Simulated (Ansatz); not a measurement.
CuO:

```
Cu O
1.0
     0.00000    2.32725    2.32725
     2.32725    0.00000    2.32725
     2.32725    2.32725    0.00000
Cu O
1 1
Direct
  0.00000 0.00000 0.00000
  0.25000 0.25000 0.25000
```

Measurements of this composition are mostly on another form, of space group No. 15.

| Item | Value |
| --- | --- |
| Program | Ansatz 0.2.0 |
| Task | single point |
| Functional | PBE |
| Potentials or basis | all-electron LAPW, scalar-relativistic |
| Cutoff | 410 eV (chosen from the basis error) |
| Basis error allowed | 0.001 eV/atom |
| k mesh | 10 × 10 × 10 |
| Occupations | fermi-dirac, width 0.05 eV |
| Spin | no spin polarisation |

On this cell: pressure -9.5 GPa; largest force zero by symmetry; band gap on the k mesh none (metal or under the smearing width).

The same run follows on a disturbed copy (atoms moved at random, drawn with an rms of 0.05 Å):

```
CELL_PARAMETERS angstrom
0.00000 2.32725 2.32725
2.32725 0.00000 2.32725
2.32725 2.32725 0.00000
ATOMIC_POSITIONS crystal
Cu 0.00319 0.99960 0.00189
O 0.24052 0.23968 0.27071
```

What changes?

The energy (extrapolated to zero smearing) moves by +1.8 meV/atom; pressure -9.4 GPa; largest force 0.152 eV/Å; band gap on the k mesh none (metal or under the smearing width).

Forces on the atoms (eV/Å):
```
Cu   0.065  0.058 -0.125
O   -0.065 -0.058  0.125
```

Stress tensor (GPa, compression positive):
```
-9.36  0.51 -0.33
 0.51 -9.36 -0.33
-0.33 -0.33 -9.37
```

Caveats: an odd number of electrons without spin polarisation forces a metal; a magnetic or distorted state may lie lower; the run has no spin polarisation, though such a crystal can be magnetic; semilocal functionals often make such compounds metallic where correlation or magnetic order opens a gap, which also shifts bond lengths.
